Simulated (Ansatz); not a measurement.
# TaSi2: the cost of one run

Computed with Ansatz 0.2.0 (DFT PBE, scalar-relativistic, plane waves, PAW, unless a step's input says otherwise).

3 further runs of the same task are left out: 3 set aside as unsound or not needed.

**1. The starting structure**

Symmetry: P6_422, No. 181, hexagonal system. Conventional cell: a = 4.806 Å, b = 4.806 Å, c = 6.600 Å, α = 90.00°, β = 90.00°, γ = 120.00°. Around Ta (site symmetry 222) lie 10 Si at 2.62 to 2.84 Å. Around Si (site symmetry 2) lie 5 Si at 2.57 to 2.84 Å and 5 Ta at 2.62 to 2.84 Å.

Structure file:

```
Ta Si
1.0
     4.80602    0.00000    0.00000
    -2.40301    4.16214    0.00000
     0.00000    0.00000    6.59953
Ta Si
3 6
Cartesian
  2.4030 0.0000 0.0000
  1.2015 2.0811 4.3997
  -1.2015 2.0811 2.1998
  0.0000 1.3229 0.0000
  3.6604 0.6614 4.3997
  1.2574 3.5007 2.1998
  2.4030 2.8393 0.0000
  -1.2574 3.5007 4.3997
  1.1456 0.6614 2.1998
```

This cell was relaxed beforehand with the same method: volume 14.67 Å³/atom, gap on the mesh none (metal).

**2. Plan of the line**

Atoms count from 1 in the order of the input.

One atom moved over a plane, all else fixed.

The axes are (1) shift of Ta1 along [1 0 0]: 11 values from −1.080 Å; (2) shift of Ta1 along [0 0 1]: 11 values from −1.080 Å.

Nothing else is relaxed (all other atoms fixed). Energies count from the relaxed crystal. Points are written as (first, second).

**3. Point (−1.080 Å, −0.432 Å)**

input.yaml

```yaml
crystal:
  lattice:
    - [4.8060235202, 0.0, 0.0]
    - [-2.4030117601, 4.1621384597, 0.0]
    - [0.0, 0.0, 6.5995345254]
  atoms:
    - { symbol: Ta, position: [0.2752819986, 0.0, -0.0654591621] }
    - { symbol: Ta, position: [0.5, 0.5, 0.6666666667] }
    - { symbol: Ta, position: [0.0, 0.5, 0.3333333333] }
    - { symbol: Si, position: [0.1589152396, 0.3178304793, 0.0] }
    - { symbol: Si, position: [0.8410847604, 0.1589152396, 0.6666666667] }
    - { symbol: Si, position: [0.6821695207, 0.8410847604, 0.3333333333] }
    - { symbol: Si, position: [0.8410847604, 0.6821695207, 0.0] }
    - { symbol: Si, position: [0.1589152396, 0.8410847604, 0.6666666667] }
    - { symbol: Si, position: [0.3178304793, 0.1589152396, 0.3333333333] }
basis:
  ecutwfc: 420
kpoints:
  mp_grid: { grid: [9, 9, 6] }
hamiltonian:
  xc: pbe
  pseudopotentials: { kind: paw, azcp: { folder: soft_1 } }
scf:
  occupations: { method: gaussian, width: 0.15 }
output:
  forces: true
  stress: true
  eigenvalues: true
  write_density: true
  write_potential: true
  elf: true
  volumetric_format: npy
```

Started as:

```bash
ansatz run input.yaml --threads 4 --pin off --max-ram 8192MiB --backend cpu --events-out ev --progress --plain --runs-dir out
```

What time and memory should one allow on 4 threads of Intel Xeon Platinum 8259CL at 2.50GHz (Skylake/Cascade Lake), shared host?

About 39 s, with a peak of 1.2 GiB.
